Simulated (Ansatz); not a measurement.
# Sn (Im-3m) in Ansatz: a series of runs

Runs on Sn. Level: PBE. Tasks: single point.

Everything below comes from runs of Ansatz 0.2.0. Logs are shortened: lines on timing, memory, paths and dates and some standing lists are left out, and cuts for length are marked.

**1. The structure**

It takes space group Im-3m (No. 229, cubic). Conventional cell: a = 3.789 Å, b = 3.789 Å, c = 3.789 Å, α = 90.00°, β = 90.00°, γ = 90.00°. Sn (site symmetry m-3m) has 8 Sn at 3.28 Å as nearest neighbours.

This isn't the form of Sn at room conditions, which is tetragonal (white tin).

**2. Single point, PBE**

Input file input.yaml:

```yaml
crystal:
  lattice:
    - [-1.8946518192, 1.8946518192, 1.8946518192]
    - [1.8946518192, -1.8946518192, 1.8946518192]
    - [1.8946518192, 1.8946518192, -1.8946518192]
  atoms:
    - { symbol: Sn, position: [0.0, 0.0, 0.0] }
hamiltonian:
  xc: pbe
  pseudopotentials: { kind: paw }
kpoints:
  mp_grid: { grid: [10, 10, 10] }
scf:
  occupations: { method: gaussian, width: 0.016 }
output:
  forces: true
  stress: true
  eigenvalues: true
```

Potentials or basis: Ansatz PAW.

Run with:

```console
$ ansatz run input.yaml --threads 2 --pin off --max-ram 5632MiB --backend cpu --events-out ev --progress --plain --runs-dir out
```

Log:

```text
Warning: RAYON_NUM_THREADS=2 ignored (pool sized by the plan → 2); use --threads N
Engine: ansatz 0.2.0, aarch64-unknown-linux-gnu
Pseudopotentials: kind: paw
Pseudopotential: Sn, paw, valence charge 14, recommended cutoff 420 eV (normal), Sn.paw.azcp
Functional definition: PBE
  parameter kappa = 0.804
  parameter beta = 0.06672455060314922
  exchange = pbe_x(kappa = kappa, mu = beta*pi^2/3)
  correlation = pbe_c(beta = beta)
Crystal: 1 atoms, lattice volume = 27.205 Å³
Basis set: ecut = 420 eV, 555 PW (Γ), exchange–correlation on 48×48×48 points (8 copies of the dense FFT grid, shifted against one another)
Bands: 11, of which v1, the nominal top of the filled ones, is band 7 counted from 1 (6 counted from 0)
Symmetry: 48 space group operations
Space group: Im-3m (ITA 229), of the structure as read, at distance tolerance 3.0e-5 Å
k-points: 47 of 1000
Non-local potential: Sn, projectors of the file, l = 0: 2, l = 1: 2, l = 2: 2, l = 3: 2
PAW form: soft (Blöchl's): semilocal exchange-correlation on the pseudo side does not see the compensation charge
PAW one-centre angular grid: Sn, 590 points (default); XC on 64 Gauss nodes
Initial density: superposition of atomic densities (neutral atoms: chi_scale 0, normalization atom), corrected by the library's trained network
Initial wavefunctions: pseudopotential atomic-orbital guess
Functional: x = pbe(κ = 0.804, μ = 0.2195149727645171), c = pbe(β = 0.06672455060314922)
SCF iter   1: F=—  HF=-6024.124820 eV  |F-HF|=—  |Δ(HF+E_count)|=         —  Δρ=6.05e-4  dr2=3.77e-5  ethr=1.77e-3  ⟨swp⟩=5.9  Hψ=3080  notcnv=0
preconditioner: auto → none  [insulator: Δε(μ)=0.021 eV  Ē_g=23.228 eV  σ=0.016 eV  W_gap=0.63  n_scr=12 (ndim 8)  ℏωp=26.6 eV  f_vac=0.000  D(μ)=1.50/eV (n_scr^D=12)  ε∞_Penn≈2.3]
SCF iter   2: F=—  HF=-6024.124238 eV  |F-HF|=—  |Δ(HF+E_count)|=   5.82e-4  Δρ=3.71e-4  dr2=3.04e-5  ethr=2.69e-7  ⟨swp⟩=2.8  Hψ=1347  notcnv=0
SCF iter   3: F=—  HF=-6024.124232 eV  |F-HF|=—  |Δ(HF+E_count)|=   6.36e-6  Δρ=2.16e-4  dr2=7.95e-6  ethr=2.17e-7  ⟨swp⟩=2.7  Hψ=870  notcnv=0
SCF iter   4: F=—  HF=-6024.124241 eV  |F-HF|=—  |Δ(HF+E_count)|=   8.97e-6  Δρ=7.90e-5  dr2=1.14e-6  ethr=5.68e-8  ⟨swp⟩=2.0  Hψ=833  notcnv=0  defer=1
SCF iter   5: F=—  HF=-6024.124240 eV  |F-HF|=—  |Δ(HF+E_count)|=   4.31e-7  Δρ=3.18e-5  dr2=2.21e-7  ethr=8.11e-9  ⟨swp⟩=2.6  Hψ=884  notcnv=0  defer=1
SCF iter   6: F=-6024.124240 eV  HF=-6024.124240 eV  |F-HF|=5.62e-8  |Δ(HF+E_count)|=   1.64e-7  Δρ=1.18e-5  dr2=3.04e-8  ethr=7.14e-10  ⟨swp⟩=5.1  Hψ=1933  notcnv=0
SCF 1 converged in 6 iterations: F = -6024.124240 eV  dr2 = 3.04e-8
SCF converged after 6 iterations
Free energy (F): -6024.124240 eV
Harris-Foulkes:  -6024.124240 eV  (|F-HF|=5.62e-8)
Internal energy: -6024.124048 eV  (E = F + TS)
E sigma→0 (E₀):  -6024.124144 eV
Entropy (-TS):   -0.000192 eV (-0.192 meV/atom)
Fermi energy:    10.840134 eV
--- Per-component energies (eV) ---
  E_band       = -81.162339
  E_kinetic    = 185.945492
  E_local      = -823.563453  (includes V_loc(G=0)·N_el)
  E_nonlocal   = -32.670697
  E_hartree    = 519.205983
  E_xc         = -382.842029
  E_vxc        = -96.263324  (∫ρ·V_xc dr)
  E_paw        = -4134.921357  (= ΣΔE_a)
  E_vpaw       = -353.014335  (= ΣTr[D̂ρ^β])
  E_aug_tail   = -0.000000  (compensation charges beyond the density's cutoff)
  E_ewald      = -1355.277987
  E_smearing   = -0.000192  (= −TS)
  E_closure    = -0.000000  (closes the sum)
  Σ components = -6024.124240   (vs F -6024.124240, Δ=0.00e0)
--- Forces (eV/Å), atoms counted from 1 ---
  atom   1  Sn     0.00000000    -0.00000000     0.00000000
  max |Σ_I F_I| component: 5.34e-32 eV/Å
--- Stress (GPa, compression-positive) ---
        0.665853      -0.000000       0.000000
       -0.000000       0.665853      -0.000000
       -0.000000       0.000000       0.665853
  P = ⅓ Tr σ = 0.6659 GPa (6.659 kbar)
--- Band table (eV; the first three rows and the last of 47) ---
  k-point 0: bands = ["-10.7234", "-10.7234", "-10.7234", "-10.5857", "-10.5857", "-0.2325", "18.8094", "18.8094", "18.8094", "22.9496", "22.9496"]
  k-point 1: bands = ["-10.7277", "-10.7170", "-10.7027", "-10.5905", "-10.5863", "-0.0146", "17.0753", "18.0196", "18.5229", "21.3717", "21.6970"]
  k-point 2: bands = ["-10.7391", "-10.7037", "-10.6482", "-10.6006", "-10.5879", "0.6401", "13.9334", "16.6510", "17.7965", "20.1931", "20.5442"]
  k-point 46: bands = ["-10.7432", "-10.7432", "-10.5226", "-10.5226", "-10.5226", "8.3733", "10.3721", "10.3721", "10.3721", "14.6797", "14.6797"]
```

Run time: 0.51 s. Hardware: 2 threads of Arm Neoverse V2, shared host; peak memory 0.27 GiB.

Results:

```
Free energy            : -6024.1242 eV
Pressure               : 0.7 GPa
Band gap on the k mesh : none (metal or under the smearing width)
```

Levels at points of the mesh, in eV from the Fermi level:
| k point | band 3 | band 4 | band 5 | band 6 | band 7 | band 8 | band 9 | band 10 | band 11 |
| --- | --- | --- | --- | --- | --- | --- | --- | --- | --- |
| (0.00, 0.00, 0.00) | -21.56 | -21.43 | -21.43 | -11.07 | 7.97 | 7.97 | 7.97 | 12.11 | 12.11 |
| (0.00, 0.00, -0.50) | -21.43 | -21.43 | -21.34 | -6.40 | -4.41 | 3.61 | 5.45 | 7.95 | 8.24 |
| (-0.50, -0.50, -0.50) | -21.36 | -21.36 | -21.36 | -2.47 | -0.47 | -0.47 | -0.47 | 3.84 | 3.84 |

**3. Single point, PBE**

input.yaml, as its differences from that of step 2:

```diff
@@ -13,3 +13,3 @@
 scf:
-  occupations: { method: gaussian, width: 0.016 }
+  occupations: { method: gaussian, width: 0.017 }
 output:
@@ -18 +18,5 @@
   eigenvalues: true
+  write_density: true
+  write_potential: true
+  elf: true
+  volumetric_format: npy
```

Potentials or basis: Ansatz PAW.

Run with:

```console
$ ansatz run input.yaml --threads 2 --pin off --max-ram 5632MiB --backend cpu --events-out ev --progress --plain --runs-dir out
```

Log:

```text
Warning: RAYON_NUM_THREADS=2 ignored (pool sized by the plan → 2); use --threads N
[... 8 set-up lines as earlier in the session ...]
Crystal: 1 atoms, lattice volume = 27.205 Å³
Basis set: ecut = 420 eV, 555 PW (Γ), exchange–correlation on 48×48×48 points (8 copies of the dense FFT grid, shifted against one another)
Bands: 11, of which v1, the nominal top of the filled ones, is band 7 counted from 1 (6 counted from 0)
[... 2 set-up lines as earlier in the session ...]
k-points: 47 of 1000
[... 4 set-up lines as earlier in the session ...]
[... 23 lines left out ...]
  E_hartree    = 519.205599
  E_xc         = -382.841306
  E_vxc        = -96.262528  (∫ρ·V_xc dr)
  E_paw        = -4134.922751  (= ΣΔE_a)
  E_vpaw       = -353.016562  (= ΣTr[D̂ρ^β])
  E_aug_tail   = -0.000000  (compensation charges beyond the density's cutoff)
  E_ewald      = -1355.277987
  E_smearing   = -0.000216  (= −TS)
  E_closure    = -0.000000  (closes the sum)
  Σ components = -6024.124253   (vs F -6024.124253, Δ=0.00e0)
--- Forces (eV/Å), atoms counted from 1 ---
  atom   1  Sn     0.00000000    -0.00000000     0.00000000
  max |Σ_I F_I| component: 5.09e-31 eV/Å
--- Stress (GPa, compression-positive) ---
        0.661935      -0.000000      -0.000000
       -0.000000       0.661935      -0.000000
       -0.000000       0.000000       0.661935
  P = ⅓ Tr σ = 0.6619 GPa (6.619 kbar)
--- Band table (eV; the first three rows and the last of 47) ---
  k-point 0: bands = ["-10.7235", "-10.7235", "-10.7235", "-10.5858", "-10.5858", "-0.2325", "18.8093", "18.8093", "18.8093", "22.9496", "22.9496"]
  k-point 1: bands = ["-10.7278", "-10.7171", "-10.7028", "-10.5906", "-10.5864", "-0.0146", "17.0753", "18.0196", "18.5229", "21.3716", "21.6970"]
  k-point 2: bands = ["-10.7392", "-10.7038", "-10.6483", "-10.6007", "-10.5880", "0.6401", "13.9334", "16.6510", "17.7965", "20.1931", "20.5442"]
  k-point 46: bands = ["-10.7433", "-10.7433", "-10.5227", "-10.5227", "-10.5227", "8.3733", "10.3721", "10.3721", "10.3721", "14.6797", "14.6797"]
```

rho_z.tsv:

```text
# z_ang	rho[e/angstrom^3]
# format = ansatz-planar-average/11
# lattice	-1.894651819	1.894651819	1.894651819
# lattice	1.894651819	-1.894651819	1.894651819
# lattice	1.894651819	1.894651819	-1.894651819
# sites	1
# site	50	0.000000000	0.000000000	0.000000000
0.000000	1.295111e0
0.136735	1.233309e0
0.273469	1.068988e0
0.410204	8.530000e-1
0.546939	6.390303e-1
0.683674	4.621055e-1
[... 16 lines left out ...]
3.008164	1.068988e0
3.144898	1.233309e0
```

Run time: 0.66 s. Hardware: 2 threads of Arm Neoverse V2, shared host; peak memory 0.27 GiB.

What came out:

| Quantity | Value |
| --- | --- |
| Free energy | -6024.1243 eV |
| Pressure | 0.7 GPa |
| Band gap on the k mesh | none (metal or under the smearing width) |

**4. Single point, PBE**

input.yaml, as its differences from that of step 3:

```diff
@@ -13,3 +13,3 @@
 scf:
-  occupations: { method: gaussian, width: 0.017 }
+  occupations: { method: gaussian, width: 0.018 }
 output:
@@ -18,5 +18 @@
   eigenvalues: true
-  write_density: true
-  write_potential: true
-  elf: true
-  volumetric_format: npy
```

Run with:

```console
$ ansatz run input.yaml --threads 2 --pin off --max-ram 5632MiB --backend cpu --events-out ev --progress --plain --runs-dir out
```

Wall time 0.5 s (2 threads of Arm Neoverse V2, shared host); peak memory 0.27 GiB.

The run converged. Its results:

| Item | Value |
| --- | --- |
| Free energy | -6024.1243 eV |
| Pressure | 0.7 GPa |
| Band gap on the k mesh | none (metal or under the smearing width) |

Levels at points of the mesh, in eV from the Fermi level:
```tsv
k point	band 4	band 5	band 6	band 7	band 8	band 9	band 10	band 11
(0.00, 0.00, 0.00)	-21.43	-21.43	-11.07	7.97	7.97	7.97	12.11	12.11
(0.00, 0.00, -0.50)	-21.43	-21.34	-6.40	-4.41	3.61	5.45	7.95	8.24
(-0.50, -0.50, -0.50)	-21.36	-21.36	-2.47	-0.47	-0.47	-0.47	3.84	3.84
```

**5. The runs side by side**

```tsv
smearing	gap on the mesh (eV)	pressure (GPa)
gaussian 0.016 eV	none	0.7
gaussian 0.017 eV	none	0.7
gaussian 0.018 eV	none	0.7
```

Alike in all rows: task single point; level PBE; potentials or basis Ansatz PAW; no spin polarisation; cell as given; k mesh 10 × 10 × 10; cutoff (eV) 420.

Every run on the cell as given and a fine mesh finds a metal.

Total energies depend on the potentials used, so only differences within one code and one set of settings carry meaning.
